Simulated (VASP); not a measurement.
# TePb (Fm-3m) in VASP: notebook

The runs below take TePb through band structure, with PBEsol, HSE06, PBE0.

Program: VASP 6.6.1. These are calculated values, not measurements. Logs are shortened: lines on timing, memory, paths and dates and some standing lists are left out, and cuts for length are marked.

**What was measured.**

A printed reference work, monograph reports, for a bulk crystal of TePb at 4.2 K: band gap 0.19 eV (direct).

The runs below are set against these values where they give the same quantity.

## 1. Starting point

The structure is cubic, space group Fm-3m (No. 225). Conventional cell: a = 6.444 Å, b = 6.444 Å, c = 6.444 Å, α = 90.00°, β = 90.00°, γ = 90.00°. Te (site symmetry m-3m) is surrounded by 6 Pb at 3.22 Å. Pb (site symmetry m-3m) is surrounded by 6 Te at 3.22 Å.

## 2. Band structure, PBEsol

File INCAR:

```
ALGO = Fast ; EDIFF = 1E-7
ENCUT = 520 ; GGA = PS
ISIF = 2 ; ISMEAR = 0
KPAR = 2 ; LASPH = T
LCHARG = F ; LREAL = F
LWAVE = F ; NBANDS = 17
NELM = 80 ; PREC = Accurate
SIGMA = 0.03
```

File KPOINTS:

```
k-points
0
Gamma
  6 6 6
```

File POSCAR:

```
TePb                                    
1.0
    0.0000000000      3.2218515824      3.2218515824
    3.2218515824      0.0000000000      3.2218515824
    3.2218515824      3.2218515824      0.0000000000
  Te              Pb            
     1     1
Direct
     0.5000000000000000    0.5000000000000000    0.5000000000000000
     0.0000000000000000    0.0000000000000000    0.0000000000000000
```

File KPOINTS_OPT:

```
explicit points
9
Reciprocal
 0.0000000000  0.0000000000  0.0000000000 1
 0.3750000000  0.3750000000  0.7500000000 1
 0.5000000000  0.5000000000  0.5000000000 1
 0.6250000000  0.2500000000  0.6250000000 1
 0.5000000000  0.2500000000  0.7500000000 1
 0.5000000000  0.0000000000  0.5000000000 1
 0.4000000000  0.0000000000  0.4000000000 1
 0.4250000000  0.0000000000  0.4250000000 1
 0.4500000000  0.0000000000  0.4500000000 1
```

Potentials or basis: VASP PAW PBE potentials, release 64 (Te, Pb_d).

Run with:

```bash
$ cat potpaw_PBE.64/Te/POTCAR potpaw_PBE.64/Pb_d/POTCAR > POTCAR
$ mpirun -np 2 vasp_std > vasp.out
```

OUTCAR:

```text
EDIFF = 1E-7
   ENCUT = 520
   GGA = PS
   ISIF = 2
   ISMEAR = 0
   LASPH = T
   LREAL = F
   NELM = 80
   PREC = Accurate

 ion  position               nearest neighbor table
   1  0.500  0.500  0.500-   2 3.22   2 3.22   2 3.22   2 3.22   2 3.22   2 3.22
   2  0.000  0.000  0.000-   1 3.22   1 3.22   1 3.22   1 3.22   1 3.22   1 3.22

  LATTYP: Found a face centered cubic cell.
 ALAT       =     6.4437031648

  Lattice vectors:

 A1 = (   0.0000000000,   3.2218515824,   3.2218515824)
 A2 = (   3.2218515824,   0.0000000000,   3.2218515824)
 A3 = (   3.2218515824,   3.2218515824,   0.0000000000)

Analysis of symmetry for initial positions (statically):
=====================================================================
 Subroutine PRICEL returns:
 Original cell was already a primitive cell.

 Routine SETGRP: Setting up the symmetry group for a
 face centered cubic supercell.

 Subroutine GETGRP returns: Found 48 space group operations
 (whereof 48 operations were pure point group operations)
 out of a pool of 48 trial point group operations.

The static configuration has the point symmetry O_h .

Analysis of symmetry for dynamics (positions and initial velocities):
=====================================================================
 Subroutine PRICEL returns:
 Original cell was already a primitive cell.

 Routine SETGRP: Setting up the symmetry group for a
 face centered cubic supercell.

 Subroutine GETGRP returns: Found 48 space group operations
 (whereof 48 operations were pure point group operations)
 out of a pool of 48 trial point group operations.

The dynamic configuration has the point symmetry O_h .

 Subroutine INISYM returns: Found 48 space group operations
 (whereof 48 operations are pure point group operations),
 and found     1 'primitive' translations

----------------------------------------------------------------------------------------

                                     Primitive cell

  volume of cell :      66.8877

  direct lattice vectors                    reciprocal lattice vectors
     0.000000000  3.221851582  3.221851582    -0.155190265  0.155190265  0.155190265
     3.221851582  0.000000000  3.221851582     0.155190265 -0.155190265  0.155190265
     3.221851582  3.221851582  0.000000000     0.155190265  0.155190265 -0.155190265

  length of vectors
     4.556386204  4.556386204  4.556386204     0.268797423  0.268797423  0.268797423

  position of ions in fractional coordinates (direct lattice)
     0.500000000  0.500000000  0.500000000
     0.000000000  0.000000000  0.000000000

  ion indices of the primitive-cell ions
   primitive index   ion index
                 1           1
                 2           2

----------------------------------------------------------------------------------------

 KPOINTS: k-points

Automatic generation of k-mesh.
 Grid dimensions read from file:
 generate k-points for:    6    6    6

 Generating k-lattice:

  Cartesian coordinates                     Fractional coordinates (reciprocal lattice)
    -0.025865044  0.025865044  0.025865044     0.166666667  0.000000000  0.000000000
     0.025865044 -0.025865044  0.025865044     0.000000000  0.166666667  0.000000000
     0.025865044  0.025865044 -0.025865044     0.000000000  0.000000000  0.166666667

  Length of vectors
     0.044799571  0.044799571  0.044799571

  Shift w.r.t. Gamma in fractional coordinates (k-lattice)
     0.000000000  0.000000000  0.000000000

 Subroutine IBZKPT returns following result:
 ===========================================

 Found     16 irreducible k-points:

 Following reciprocal coordinates:
            Coordinates               Weight
  0.000000  0.000000  0.000000      1.000000
  0.166667  0.000000  0.000000      8.000000
  0.333333  0.000000  0.000000      8.000000
  0.500000  0.000000  0.000000      4.000000
  0.166667  0.166667  0.000000      6.000000
  0.333333  0.166667  0.000000     24.000000
[... 8 lines left out ...]
 -0.333333  0.333333  0.166667     24.000000
 -0.333333  0.500000  0.166667     12.000000
   k-points           NKPTS =     16   k-points in BZ     NKDIM =     16   number of bands    NBANDS=     17
   number of dos      NEDOS =    301   number of ions     NIONS =      2
   total plane-waves  NPLWV =  46656
   dimension x,y,z NGX =    36 NGY =   36 NGZ =   36
   dimension x,y,z NGXF=    72 NGYF=   72 NGZF=   72
   ions per type =               1   1
   NGX,Y,Z   is equivalent  to a cutoff of  13.14, 13.14, 13.14 a.u.
   NGXF,Y,Z  is equivalent  to a cutoff of  26.27, 26.27, 26.27 a.u.
 SYSTEM =  unknown system
   PREC   = accura    normal or accurate (medium, high low for compatibility)
   ISTART =      0    job   : 0-new  1-cont  2-samecut
   ICHARG =      2    charge: 1-file 2-atom 10-const
   ISPIN  =      1    spin polarized calculation?
   LNONCOLLINEAR =      F non collinear calculations
   LSORBIT =      F    spin-orbit coupling
   LASPH  =      T    aspherical Exc in radial PAW
   ENCUT  =  520.0 eV  38.22 Ry    6.18 a.u.   8.47  8.47  8.47*2*pi/ulx,y,z
   NELM   =     80;   NELMIN=  2; NELMDL= -5     # of ELM steps
   EDIFF  = 0.1E-06   stopping-criterion for ELM
   LREAL  =      F    real-space projection
   EDIFFG = 0.1E-05   stopping-criterion for IOM
   NSW    =      0    number of steps for IOM
   IBRION =     -1    ionic relax: 0-MD 1-quasi-New 2-CG
   NFREE  =      0    steps in history (QN), initial steepest desc. (CG)
   ISIF   =      2    stress and relaxation
   ISYM   =      2    0-nonsym 1-usesym 2-fastsym
   POTIM  = 0.5000    time-step for ionic-motion
   TEBEG  =    0.0;   TEEND  =   0.0 temperature during run
   PSTRESS=    0.0 pullay stress
   NELECT =      20.0000    total number of electrons
   NUPDOWN=      -1.0000    fix difference up-down
   EMIN   =  10.00;   EMAX   =-10.00  energy-range for DOS
   EFERMI =   0.00;   METHOD = LEGACY
   ISMEAR =     0;   SIGMA  =   0.03  broadening in eV -4-tet -1-fermi 0-gaus
   EFERMI_NEDOS =   21; number of points for ismear=-14 and -15
   IALGO  =     68    algorithm
   IMIX   =      4    mixing-type and parameters
     AMIX     =   0.40;   BMIX     =  1.00
     AMIX_MAG =   1.60;   BMIX_MAG =  1.00
  volume/ion in A,a.u.               =      33.44       225.69
[... 26 lines left out ...]

  energy without entropy =       -8.26005736  energy(sigma->0) =       -8.26005736

 E-fermi :   5.7097     XC(G=0):  -9.5088

 val. band max:        5.5709684614   @ k =   0.5000   0.0000   0.0000
 cond. band min:       6.2210269632   @ k =   0.5000   0.0000   0.0000
 fundamental gap:      0.6500585018
 Fermi energy:         5.7097386827

 k-point     1 :       0.0000    0.0000    0.0000
  band No.  band energies     occupation
      1     -11.0744      2.00000
      2     -11.0744      2.00000
      3     -11.0628      2.00000
      4     -11.0628      2.00000
      5     -11.0628      2.00000
      6      -6.5346      2.00000
[... 9 lines left out ...]
     16      11.3084      0.00000
     17      12.9174      0.00000

 k-point     2 :       0.1667    0.0000    0.0000
  band No.  band energies     occupation
      1     -11.0778      2.00000
      2     -11.0778      2.00000
      3     -11.0621      2.00000
      4     -11.0587      2.00000
      5     -11.0587      2.00000
      6      -6.2946      2.00000
[... 9 lines left out ...]
     16      11.8218      0.00000
     17      14.5155      0.00000

 k-point     3 :       0.3333    0.0000    0.0000
  band No.  band energies     occupation
      1     -11.0859      2.00000
      2     -11.0859      2.00000
      3     -11.0610      2.00000
      4     -11.0493      2.00000
      5     -11.0493      2.00000
      6      -5.6377      2.00000
[... 9 lines left out ...]
     16      13.1946      0.00000
     17      16.5324      0.00000

 k-point     4 :       0.5000    0.0000    0.0000
  band No.  band energies     occupation
      1     -11.0901      2.00000
      2     -11.0901      2.00000
      3     -11.0605      2.00000
      4     -11.0444      2.00000
      5     -11.0444      2.00000
      6      -5.0707      2.00000
[... 9 lines left out ...]
     16      14.8066      0.00000
     17      14.8066      0.00000

 k-point     5 :       0.1667    0.1667    0.0000
  band No.  band energies     occupation
      1     -11.0866      2.00000
      2     -11.0714      2.00000
      3     -11.0654      2.00000
      4     -11.0562      2.00000
      5     -11.0562      2.00000
      6      -6.2152      2.00000
[... 9 lines left out ...]
     16      12.6642      0.00000
     17      13.8237      0.00000

 k-point     6 :       0.3333    0.1667    0.0000
  band No.  band energies     occupation
      1     -11.0984      2.00000
      2     -11.0746      2.00000
      3     -11.0646      2.00000
      4     -11.0504      2.00000
      5     -11.0475      2.00000
      6      -5.6995      2.00000
[... 9 lines left out ...]
     16      14.0040      0.00000
     17      15.5085      0.00000

 k-point     7 :       0.5000    0.1667    0.0000
  band No.  band energies     occupation
      1     -11.1018      2.00000
      2     -11.0827      2.00000
      3     -11.0593      2.00000
      4     -11.0478      2.00000
      5     -11.0427      2.00000
      6      -5.0264      2.00000
[... 9 lines left out ...]
     16      14.9689      0.00000
     17      15.4595      0.00000

 k-point     8 :      -0.3333    0.1667    0.0000
  band No.  band energies     occupation
      1     -11.0937      2.00000
      2     -11.0869      2.00000
      3     -11.0575      2.00000
      4     -11.0481      2.00000
      5     -11.0474      2.00000
      6      -5.2173      2.00000
[... 9 lines left out ...]
     16      14.3271      0.00000
     17      15.8172      0.00000
[... 43 lines left out ...]
      1     -11.1278      2.00000
      2     -11.0687      2.00000
      3     -11.0682      2.00000
      4     -11.0404      2.00000
      5     -11.0382      2.00000
      6      -4.8969      2.00000
[... 9 lines left out ...]
     16      15.5894      0.00000
     17      16.5175      0.00000

 k-point    12 :      -0.3333    0.3333    0.0000
  band No.  band energies     occupation
      1     -11.1140      2.00000
      2     -11.0785      2.00000
      3     -11.0581      2.00000
      4     -11.0473      2.00000
      5     -11.0417      2.00000
      6      -4.7649      2.00000
[... 9 lines left out ...]
     16      13.8922      0.00000
     17      15.8912      0.00000

 k-point    13 :       0.5000    0.5000    0.0000
  band No.  band energies     occupation
      1     -11.1413      2.00000
      2     -11.0734      2.00000
      3     -11.0625      2.00000
      4     -11.0351      2.00000
      5     -11.0351      2.00000
      6      -4.8107      2.00000
[... 9 lines left out ...]
     16      16.5090      0.00000
     17      16.5693      0.00000

 k-point    14 :       0.5000    0.3333    0.1667
  band No.  band energies     occupation
      1     -11.1100      2.00000
      2     -11.0763      2.00000
      3     -11.0627      2.00000
      4     -11.0466      2.00000
      5     -11.0427      2.00000
      6      -5.1569      2.00000
[... 9 lines left out ...]
     16      14.5976      0.00000
     17      15.1100      0.00000

 k-point    15 :      -0.3333    0.3333    0.1667
  band No.  band energies     occupation
      1     -11.1135      2.00000
      2     -11.0793      2.00000
      3     -11.0553      2.00000
      4     -11.0527      2.00000
      5     -11.0388      2.00000
      6      -4.7641      2.00000
[... 9 lines left out ...]
     16      15.8212      0.00000
     17      15.9678      0.00000

 k-point    16 :      -0.3333    0.5000    0.1667
  band No.  band energies     occupation
      1     -11.1275      2.00000
      2     -11.0718      2.00000
      3     -11.0643      2.00000
      4     -11.0452      2.00000
      5     -11.0351      2.00000
      6      -4.6945      2.00000
[... 9 lines left out ...]
     16      16.3141      0.00000
     17      17.1422      0.00000

------------------------ aborting loop because EDIFF is reached ----------------------------------------

  FORCE on cell =-STRESS in cart. coord.  units (eV):
  Direction    XX          YY          ZZ          XY          YZ          ZX
  --------------------------------------------------------------------------------------
  -------------------------------------------------------------------------------------
  Total       -0.0137283     -0.0137283     -0.0137283      0.0000000     -0.0000000     -0.0000000
  in kB       -0.3288365     -0.3288365     -0.3288365      0.0000000     -0.0000000     -0.0000000
  external PRESSURE =      -0.3288365 kB  Pullay stress =       0.0000000 kB

 VOLUME and BASIS-vectors are now :
 -----------------------------------------------------------------------------
  energy-cutoff  :      520.00
  volume of cell :       66.89
      direct lattice vectors                 reciprocal lattice vectors
     0.000000000  3.221851582  3.221851582    -0.155190265  0.155190265  0.155190265
     3.221851582  0.000000000  3.221851582     0.155190265 -0.155190265  0.155190265
     3.221851582  3.221851582  0.000000000     0.155190265  0.155190265 -0.155190265

 POSITION                                       TOTAL-FORCE (eV/Angst)
 -----------------------------------------------------------------------------------
      3.22185      3.22185      3.22185         0.000000      0.000000      0.000000
      0.00000      0.00000      0.00000         0.000000      0.000000      0.000000
 -----------------------------------------------------------------------------------
    total drift:                               -0.000000      0.000000      0.000000

  FREE ENERGIE OF THE ION-ELECTRON SYSTEM (eV)
  ---------------------------------------------------
  free  energy   TOTEN  =        -8.2600573596 eV

  energy  without entropy=       -8.2600573596  energy(sigma->0) =       -8.26005736
```

Run time: 17 s. Hardware: 2 MPI ranks of Intel Xeon Platinum 8488C (Sapphire Rapids), shared host; peak memory 0.21 GiB.

What came out:

```yaml
Free_energy: -8.2601 eV
Pressure: 0.0 GPa
Band_gap_on_the_k_mesh: 0.65 eV, direct
Band_gap_along_the_path: 0.65 eV, direct
```

Levels at points of the mesh, in eV from the valence-band top:
| k point | band 6 | band 7 | band 8 | band 9 | band 10 | band 11 | band 12 | band 13 | band 14 | band 15 |
| --- | --- | --- | --- | --- | --- | --- | --- | --- | --- | --- |
| (0.00, 0.00, 0.00) | -12.11 | -5.59 | -1.37 | -1.37 | -1.37 | 4.07 | 4.07 | 4.07 | 5.74 | 5.74 |
| (0.50, 0.00, 0.00) | -10.64 | -8.65 | -0.90 | -0.90 | 0.00 | 0.65 | 1.22 | 1.22 | 8.30 | 9.21 |
| (0.50, 0.50, 0.00) | -10.38 | -7.32 | -4.59 | -2.85 | -2.85 | 3.17 | 5.49 | 5.49 | 6.73 | 10.15 |

Caveat: the PAW data sets were made with another functional, which shifts forces and pressure a little; spin-orbit coupling is left out, which as a rule narrows the gap of such compounds by several tenths of an eV.

## 3. Band structure, HSE06

POSCAR is that of step 2.

File INCAR.step1:

```
ALGO = Normal ; EDIFF = 1E-5
ENCUT = 520 ; GGA = PE
ISIF = 2 ; ISMEAR = 0
KPAR = 2 ; LASPH = T
LCHARG = F ; LREAL = F
LWAVE = T ; NBANDS = 17
NELM = 80 ; PREC = Accurate
SIGMA = 0.03
```

File INCAR.step2:

```
ALGO = Normal ; EDIFF = 1E-7
ENCUT = 520 ; GGA = PE
HFSCREEN = 0.2 ; ISIF = 2
ISMEAR = 0 ; ISTART = 1
KPAR = 2 ; LASPH = T
LCHARG = F ; LHFCALC = T
LREAL = F ; LWAVE = F
NBANDS = 17 ; NELM = 80
PREC = Accurate ; PRECFOCK = Fast
SIGMA = 0.03
```

KPOINTS is that of step 2.

KPOINTS_OPT is that of step 2.

Potentials or basis: VASP PAW PBE potentials, release 64 (Te, Pb_d).

Run with:

```bash
$ cat potpaw_PBE.64/Te/POTCAR potpaw_PBE.64/Pb_d/POTCAR > POTCAR
$ cp INCAR.step1 INCAR
$ mpirun -np 2 vasp_std > vasp.out
$ cp INCAR.step2 INCAR
$ mpirun -np 2 vasp_std > vasp.out
```

Wall time 36 min (2 MPI ranks of Intel Xeon Platinum 8488C (Sapphire Rapids), shared host); peak memory 0.35 GiB.

It converged, with:

```yaml
Free_energy: -8.9980 eV
Pressure: 1.4 GPa
Band_gap_on_the_k_mesh: 1.07 eV, direct
Band_gap_along_the_path: 1.07 eV, direct
```

Levels at points of the mesh, in eV from the valence-band top:
```tsv
k point	band 6	band 7	band 8	band 9	band 10	band 11	band 12	band 13	band 14	band 15
(0.00, 0.00, 0.00)	-13.38	-5.92	-1.64	-1.64	-1.64	4.77	4.77	4.77	6.35	6.35
(0.50, 0.00, 0.00)	-11.77	-9.48	-1.16	-1.16	0.00	1.07	1.62	1.62	9.17	10.05
(0.50, 0.50, 0.00)	-11.46	-7.89	-5.18	-3.26	-3.26	3.66	6.31	6.31	7.66	10.94
```

Caveat: the PAW data sets were made with another functional, which shifts forces and pressure a little; spin-orbit coupling is left out, which as a rule narrows the gap of such compounds by several tenths of an eV.

## 4. Band structure, PBE0

POSCAR is that of step 3.

INCAR.step1 is that of step 3.

File INCAR.step2:

```
AEXX = 0.25 ; ALGO = Normal
EDIFF = 1E-7 ; ENCUT = 520
GGA = PE ; HFRCUT = -1
ISIF = 2 ; ISMEAR = 0
ISTART = 1 ; KPAR = 2
LASPH = T ; LCHARG = F
LHFCALC = T ; LREAL = F
LWAVE = F ; NBANDS = 17
NELM = 80 ; PREC = Accurate
PRECFOCK = Fast ; SIGMA = 0.03
```

KPOINTS is that of step 3.

KPOINTS_OPT is that of step 3.

Run with:

```bash
$ cat potpaw_PBE.64/Te/POTCAR potpaw_PBE.64/Pb_d/POTCAR > POTCAR
$ cp INCAR.step1 INCAR
$ mpirun -np 2 vasp_std > vasp.out
$ cp INCAR.step2 INCAR
$ mpirun -np 2 vasp_std > vasp.out
```

Run time: 32 min. Hardware: 2 MPI ranks of Intel Xeon Platinum 8488C (Sapphire Rapids), shared host; peak memory 0.25 GiB.

The run converged. Its results:

```yaml
Free_energy: -9.9391 eV
Pressure: 1.4 GPa
Band_gap_on_the_k_mesh: 1.59 eV, direct
Band_gap_along_the_path: 1.59 eV, direct
```

Levels at points of the mesh, in eV from the valence-band top:
```tsv
k point	band 7	band 8	band 9	band 10	band 11	band 12	band 13	band 14
(0.00, 0.00, 0.00)	-6.02	-1.71	-1.71	-1.71	5.40	5.40	5.40	6.96
(0.50, 0.00, 0.00)	-9.62	-1.19	-1.19	0.00	1.59	2.16	2.16	9.79
(0.50, 0.50, 0.00)	-8.03	-5.32	-3.37	-3.37	4.24	6.96	6.96	8.33
```

Caveat: the PAW data sets were made with another functional, which shifts forces and pressure a little; spin-orbit coupling is left out, which as a rule narrows the gap of such compounds by several tenths of an eV.

## 5. Summary

| level | screening parameter | exchange at q = 0 | gap on the mesh (eV) | pressure (GPa) |
| --- | --- | --- | --- | --- |
| PBEsol | - | - | 0.65 | 0.0 |
| HSE06 | 0.2 1/A | - | 1.07 | 1.4 |
| PBE0 | - | truncated | 1.59 | 1.4 |

Alike in all rows: task band structure; potentials or basis VASP PAW PBE potentials, release 64 (Te, Pb_d); no spin polarisation; cell as given; k mesh 6 × 6 × 6; cutoff (eV) 520; smearing gaussian 0.03 eV.

On the cell as given the gap runs from 0.65 eV (PBEsol) to 1.59 eV (PBE0). The pressure there spans 0.0 GPa (PBEsol) to 1.4 GPa (PBE0); a positive pressure means that this level wants a larger cell, a negative one a smaller.

Caveats: the PAW data sets were made with another functional, which shifts forces and pressure a little; spin-orbit coupling is left out, which as a rule narrows the gap of such compounds by several tenths of an eV.

Absolute energies hang on the potentials; compare differences alone.

## 6. Comparison with measurements

Step 2. Measured gap of TePb: 0.19 eV (direct; 4.2 K; a printed reference work, monograph). This calculation gives 0.65 eV (+0.46 eV). Spin-orbit coupling on Pb, Te is left out. The value is that of PBEsol, without temperature or zero-point motion.

Step 3. A measured gap of TePb is 0.19 eV (direct; 4.2 K; a printed reference work, monograph); the calculated 1.07 eV misses it by +0.88 eV. Spin-orbit coupling on Pb, Te is left out. The value is that of HSE06, without temperature or zero-point motion.

Step 4. A measured gap of TePb is 0.19 eV (direct; 4.2 K; a printed reference work, monograph); the calculated 1.59 eV misses it by +1.40 eV. So large a miss can be the level of theory's own, or it may mean another phase, state or a wrong row. Spin-orbit coupling on Pb, Te is left out. The value is that of PBE0, without temperature or zero-point motion.
